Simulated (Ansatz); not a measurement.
## In₂Sb: competing structures

Computed with DFT r2SCAN, scalar-relativistic, plane waves, PAW in Ansatz. Settings: cutoff 500 eV, Γ-centred meshes no coarser than 0.19 Å⁻¹ for metals and 0.3 Å⁻¹ for insulators (2π included), Gaussian smearing.

Temperature and zero-point effects are left out. The comparison covers the computed candidates alone. For metals, differences of a few meV/atom aren't resolved. Spin–orbit coupling is left out. No run is spin-polarised.

```json
{"#": "1", "started from": "Cu2Sb type, changed", "space group": "P4/nmm (No. 129)", "atoms": "6", "V (Å³/atom)": "28.2", "ΔE (meV/atom)": "0", "gap on mesh (eV)": "0.00"}
{"#": "2", "started from": "database cell", "space group": "P6_3/mmc (No. 194)", "atoms": "6", "V (Å³/atom)": "27.3", "ΔE (meV/atom)": "23", "gap on mesh (eV)": "0.00"}
{"#": "3", "started from": "anti-fluorite type", "space group": "Fm-3m (No. 225)", "atoms": "3", "V (Å³/atom)": "32.8", "ΔE (meV/atom)": "86", "gap on mesh (eV)": "0.00"}
```

The lowest structure: Space group P4/nmm (No. 129), tetragonal, a = 4.326 Å, c = 9.029 Å. In on Wyckoff site a (2 atoms of the primitive cell) has 4 In at 3.06 Å and 4 Sb at 3.50 Å (next In at 3.91 Å); In on Wyckoff site c (2 atoms of the primitive cell) has 5 Sb at 3.02–3.10 Å; Sb is coordinated by 5 In at 3.02–3.10 Å and 4 In at 3.50 Å. Its energy against the elements is 0.00 eV/atom. The zero of energy is the lowest elemental structures computed at the same level; no fitted shifts are applied.

Space group P4/nmm:1 (No. 129). a = 4.326 Å, b = 4.326 Å, c = 9.029 Å, α = 90.00°, β = 90.00°, γ = 90.00°
```json
{"atom": "In", "site": "2a", "symmetry": "-4m2", "x": "0.0000", "y": "0.0000", "z": "0.0000"}
{"atom": "In", "site": "2c", "symmetry": "4mm", "x": "0.0000", "y": "0.5000", "z": "0.3612"}
{"atom": "Sb", "site": "2c", "symmetry": "4mm", "x": "0.0000", "y": "0.5000", "z": "0.6952"}
```

The second: Space group P6_3/mmc (No. 194), hexagonal, a = 5.415 Å, c = 6.447 Å. In on Wyckoff site d (2 atoms of the primitive cell) is coordinated by 5 Sb at 3.13–3.22 Å and 6 In at 3.52 Å; around In on Wyckoff site a (2 atoms of the primitive cell) lie 2 In at 3.22 Å, 6 In at 3.52 Å and 6 Sb at 3.52 Å; Sb is coordinated by 5 In at 3.13–3.22 Å and 6 In at 3.52 Å.